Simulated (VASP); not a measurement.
# A VASP 6.6.1 single-point calculation on BeS

INCAR

```
NSW = 0
ISIF = 2
SIGMA = 0.01
IBRION = -1
NELM = 120
LCHARG = .FALSE.
PREC = Accurate
LWAVE = .FALSE.
LREAL = .FALSE.
ISMEAR = 0
EDIFF = 1E-7
GGA = RP
NBANDS = 11
ALGO = Normal
LASPH = .TRUE.
ENCUT = 520
```

KPOINTS

```
KPOINTS created by Atomic Simulation Environment
0
Gamma
10 10 10
0 0 0
```

POSCAR

```
Be S
 1.0000000000000000
     0.0000000000000000    2.3288836828999999    2.3288836828999999
     2.3288836828999999    0.0000000000000000    2.3288836828999999
     2.3288836828999999    2.3288836828999999    0.0000000000000000
 Be  S
   1   1
Cartesian
  0.0000000000000000  0.0000000000000000  0.0000000000000000
  2.3288836828999999  2.3288836828999999  2.3288836828999999
```

The recommended PBE PAW datasets give the neutral cell 8 valence electrons.

Command

```
mpirun -np 1 vasp_std
```

Q: Predict the outcome of this run.

A: It converged. Results: gap between bands v and c on the k mesh 1.05 eV; least direct gap on the k mesh 4.09 eV; pressure 0.1 GPa. Band v is the last that the valence electrons fill when counted band by band, and c is the next.

OSZICAR

```
N       E                     dE             d eps       ncg     rms          rms(c)
DAV:   1     0.200643872415E+02    0.20064E+02   -0.40069E+03  1034   0.639E+02
DAV:   2    -0.721546886843E+01   -0.27280E+02   -0.25834E+02  1359   0.113E+02
DAV:   3    -0.832860833913E+01   -0.11131E+01   -0.11098E+01  1331   0.224E+01
DAV:   4    -0.833418574927E+01   -0.55774E-02   -0.55759E-02  1292   0.186E+00
DAV:   5    -0.833422251168E+01   -0.36762E-04   -0.36761E-04  1350   0.149E-01    0.700E+00
DAV:   6    -0.826215202077E+01    0.72070E-01   -0.17959E-01  1226   0.179E+00    0.470E+00
DAV:   7    -0.826430604538E+01   -0.21540E-02   -0.72119E-02  1340   0.133E+00    0.164E+00
DAV:   8    -0.826518312049E+01   -0.87708E-03   -0.73557E-03  1165   0.411E-01    0.266E-01
DAV:   9    -0.826517114495E+01    0.11976E-04   -0.17931E-04  1214   0.864E-02    0.257E-02
DAV:  10    -0.826520610698E+01   -0.34962E-04   -0.33721E-05  1182   0.406E-02    0.174E-02
DAV:  11    -0.826520795669E+01   -0.18497E-05   -0.82349E-06  1276   0.167E-02    0.155E-03
DAV:  12    -0.826520802697E+01   -0.70286E-07   -0.23546E-07  1248   0.380E-03
   1 F= -.82652080E+01 E0= -.82652080E+01  d E =-.805022E-15
```

For comparison, a separate r²SCAN run of the intended cell, on usual settings and not on those above, gives a gap of 1.38 eV on its mesh and a pressure of -1.8 GPa.
